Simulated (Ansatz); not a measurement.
## Bands of InSe

```
CELL_PARAMETERS angstrom
5.86790 -2.05500 0.00000
5.86790 2.05500 0.00000
-1.59942 0.00000 4.32366
ATOMIC_POSITIONS crystal
In 0.88400 0.88400 0.00500
In 0.11600 0.11600 0.99500
Se 0.66000 0.66000 0.64200
Se 0.34000 0.34000 0.35800
```

Atoms are numbered in the order listed.

The cell is COD entry 1540841, as deposited and not checked against the literature; nothing was relaxed.

No spin–orbit coupling, which matters for the heavy atoms here.

Method: Ansatz 0.2.0, DFT, PBEsol, all-electron LAPW, scalar-relativistic.

Numerical set-up: a Γ-centred 7×7×6 k mesh, Fermi–Dirac smearing of 0.02 eV, basis error target 0.5 meV/atom, no spin polarisation.

Points in fractions of the reciprocal vectors of this cell: Γ (0, 0, 0), C (-0.285, 0.285, 0), C2 (-0.715, -0.285, 0), Y2 (-0.5, -0.5, 0), M2 (-0.5, -0.5, 0.5), D (-0.746, -0.254, 0.5), D2 (-0.254, 0.254, 0.5), A (0, 0, 0.5). The path joins them by straight lines in the order Γ–C–C2–Y2–Γ–M2–D–D2–A; legs that retrace an earlier one aren't tabulated. Energies are in eV from the top of the valence band.

(1) Is there a gap?

(2) List the levels between -20 and 6 eV at the symmetry points.

## Answers

(1) 0.87 eV.

(2) 
Γ: -14.65, -14.61, -14.30, -14.27, -14.23 (×2), -14.20, -14.13, -14.11, -13.96, -13.46, -11.45, -4.70, -4.10, -4.02, -2.80, -2.28, -1.77, -1.13, 2.77, 3.45, 4.30, 4.60, 5.24, 5.32
C: -14.68, -14.52, -14.41, -14.30, -14.29, -14.22, -14.18, -14.14, -14.12, -13.91, -12.25, -12.10, -6.60, -4.84, -2.60, -2.24, -1.75, -1.31, -1.15, 2.13, 2.42, 3.42, 3.58, 4.03, 4.48
C2: -14.68, -14.52, -14.41, -14.30, -14.29, -14.22, -14.18, -14.14, -14.12, -13.91, -12.25, -12.10, -6.60, -4.84, -2.60, -2.24, -1.75, -1.31, -1.15, 2.13, 2.42, 3.42, 3.58, 4.03, 4.48
Y2: -14.71, -14.40, -14.38, -14.33, -14.24, -14.21, -14.20, -14.18, -14.02, -13.95, -13.23, -11.88, -6.16, -3.93, -2.69, -2.62, -1.20, -0.61, -0.38, 1.01, 2.82, 2.98, 4.41, 5.64
M2: -14.70, -14.40, -14.39 (×2), -14.26, -14.21, -14.19, -14.18, -14.02, -13.95, -12.78, -12.02, -6.47, -5.47, -2.39, -1.43, -1.40, -1.38, -0.53, 2.31, 2.95, 3.19, 3.83, 4.91
D: -14.68, -14.62, -14.45, -14.32, -14.30, -14.20, -14.16, -14.12 (×2), -13.91, -12.01, -11.80, -5.42, -5.22, -4.28, -3.78, -2.36, -2.29, -1.27, 1.11, 3.51, 3.63, 5.76
D2: -14.68, -14.62, -14.45, -14.32, -14.30, -14.20, -14.16, -14.12 (×2), -13.91, -12.01, -11.80, -5.42, -5.22, -4.28, -3.78, -2.36, -2.29, -1.27, 1.11, 3.51, 3.63, 5.76
A: -14.66, -14.61, -14.30, -14.25, -14.24, -14.22, -14.21, -14.11, -14.11, -13.96, -12.55, -12.36, -6.30, -5.23, -2.19, -1.61, -1.60, -1.14, -0.39, 1.03, 2.25, 3.32, 3.58, 5.44
